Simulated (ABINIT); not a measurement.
A run of ABINIT 10.8.3 (patched build):

File run.abi:

```
ndtset 3

pp_dirpath "./"
pseudos "Al.GGA_PBE-JTH.xml, N.GGA_PBE-JTH.xml"

acell 5.4660786588 5.4955486438 5.4525672951
rprim
     0.0130093982     0.7093015706     0.7047851002
     0.7026730774     0.0024366265     0.7115086852
     0.7003205659     0.7137534849     0.0103473575
ntypat 2
znucl 13 7
natom 2
typat 1 2
chkprim 0
chksymtnons 0
tolsym 1.0e-6
xred
            1/2            1/2            1/2
            0.0            0.0            0.0

ecut 598.650497 eV
pawecutdg 44.0
pawxcdev 0

ngkpt 8 8 8
nshiftk 1
shiftk 0.0 0.0 0.0

ixc -116133

nband 4
occopt 1

nstep 80
diemac 6.0

prteig 0
prtebands 0
prtwf 0
prtden 0
prtpot 0

kptopt1 1
tolvrs1 1.0e-11
prtwf1 1
tolwfr1 1.0e-15

iscf2 -3
rfelfd2 2
rfdir2 1 1 1
getwfk2 1
kptopt2 2
nqpt2 1
qpt2 0.0 0.0 0.0
tolwfr2 1.0e-18
prtwf2 1

rfelfd3 3
rfdir3 1 1 1
getwfk3 1
getddk3 2
kptopt3 2
nqpt3 1
qpt3 0.0 0.0 0.0
tolvrs3 1.0e-8
```

Contents of mrgddb.in:

```
merged_DDB
AlN
2
runo_DS1_DDB
runo_DS3_DDB
```

Contents of anaddb.abi:

```
ddb_filepath "merged_DDB"
output_file "anaddb.abo"
outdata_prefix "ana"
asr 2
chneut 1
dipdip 1
dieflag 2
enunit 0
```

Potentials or basis: JTH PAW PBE v2.0.

The run is started by

```sh
$ abinit run.abi > log 2>&1
$ mrgddb < mrgddb.in > mrgddb.log 2>&1
$ anaddb anaddb.abi > anaddb.log 2>&1
```

Hardware: 1 thread of Arm Neoverse V1 (shared host).

Task: How long does it take, and how much memory?

Result: Run time: 2.2 min on 1 thread of Arm Neoverse V1, on a shared host, peak memory 0.25 GiB. Counts: scf iterations 68, mpi ranks 1, k points 260, bands 4, plane waves 572.
